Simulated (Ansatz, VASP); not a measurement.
BN: VASP beside Ansatz

```
B N
1.0
     2.54240    0.00000    0.00000
    -1.27120    2.20178    0.00000
     0.00000    0.00000    4.16063
B N
2 2
Direct
  0.33333 0.66667 0.99966
  0.66667 0.33333 0.49966
  0.33333 0.66667 0.37434
  0.66667 0.33333 0.87434
```

Change from the starting cell: strained cell.

Alike in both runs: functional PBEsol; k mesh 9 × 9 × 6; occupations gaussian, width 0.02 eV; no spin polarisation.

Ansatz relaxed the structure, and its values are those at the end. VASP's run is a single point on that final structure, the one shown.

```csv
,VASP,Ansatz
version,VASP 6.6.1,Ansatz 0.2.0
potentials or method,"VASP PAW PBE potentials, release 64 (B, N)","scalar-relativistic, plane waves, PAW"
plane-wave cutoff (eV),520,600
valence electrons in the cell,16,16
```

|  | VASP | Ansatz | Ansatz less VASP |
| --- | --- | --- | --- |
| gap on the k mesh at the Fermi level (eV) | 4.98 | 5.00 | +0.013 |
| least direct gap on the mesh (eV) | 8.20 | 8.20 | +0.002 |
| pressure (GPa) | 4.3 | 3.5 | -0.83 |

The functional is the same, so the differences come from potentials, cutoffs and numerics. Ansatz warned: «pseudo_functional_mismatch».

Caveats: the PAW data sets were made with another functional, which shifts forces and pressure a little (VASP); an odd mesh through Γ misses points on the zone boundary, where band edges often lie.
